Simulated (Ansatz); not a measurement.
# Fe: the cost of one run

Program: Ansatz 0.2.0. Level of theory: DFT r2SCAN, PAW, plane waves, scalar-relativistic. These are calculated values, not measurements.

This is Fe in the fcc structure; at room conditions it is bcc.

## (1) The structure to begin with

It takes space group Fm-3m (No. 225, cubic). The conventional cell has a = 3.531 Å, b = 3.531 Å, c = 3.531 Å, α = 90.00°, β = 90.00°, γ = 90.00°. Around Fe (site symmetry m-3m) lie 12 Fe at 2.50 Å.

As a file:

```cif
data_structure
_symmetry_space_group_name_H-M 'P 1'
_symmetry_Int_Tables_number 1
_cell_length_a 2.4968
_cell_length_b 2.4968
_cell_length_c 4.9936
_cell_angle_alpha 60.000
_cell_angle_beta 60.000
_cell_angle_gamma 60.000
_cell_volume 22.01
loop_
_atom_site_label
_atom_site_type_symbol
_atom_site_fract_x
_atom_site_fract_y
_atom_site_fract_z
_atom_site_occupancy
Fe1 Fe 0.00000 0.00000 0.00000 1
Fe2 Fe 0.00000 0.00000 0.50000 1
```

Atoms are counted from 1 in the order of input.yaml (Fe2 and so on).

Planned first: parallel moments, plain SCF; opposed moments +-, plain SCF; no spin polarisation; spin on, no moments given (the program may seed its own), plain SCF. Further starts follow from what these give.

A plain SCF has the search for lower states switched off and ends at the first converged state. 

Site moments are integrals over atomic spheres and don't add up to the total.

## (2) Parallel moments, plain SCF

The input, input.yaml:

```yaml
crystal:
  lattice:
    - [0.0, 1.7655, 1.7655]
    - [1.7655, 0.0, 1.7655]
    - [3.531, 3.531, 0.0]
  atoms:
    - { symbol: Fe, position: [0.0, 0.0, 0.0], spin: 4.0 }
    - { symbol: Fe, position: [0.0, 0.0, 0.5], spin: 4.0 }
magnetization:
  spin_polarized: true
hamiltonian:
  xc: r2scan
  pseudopotentials: { kind: paw }
basis:
  ecutwfc: 500
kpoints:
  mp_grid: { grid: [12, 12, 6] }
scf:
  occupations: { method: fermi_dirac, width: 0.05 }
  lower_state_search: "off"
output:
  forces: true
  stress: true
```

Launch:

```bash
$ ansatz run input.yaml --threads 2 --pin off --max-ram 5120MiB --backend cpu --events-out ev --progress --plain --runs-dir out
```

Q: Estimate wall time and peak memory on 2 threads of Arm Neoverse V1, shared host.

About 11 s, with a peak of 0.43 GiB.
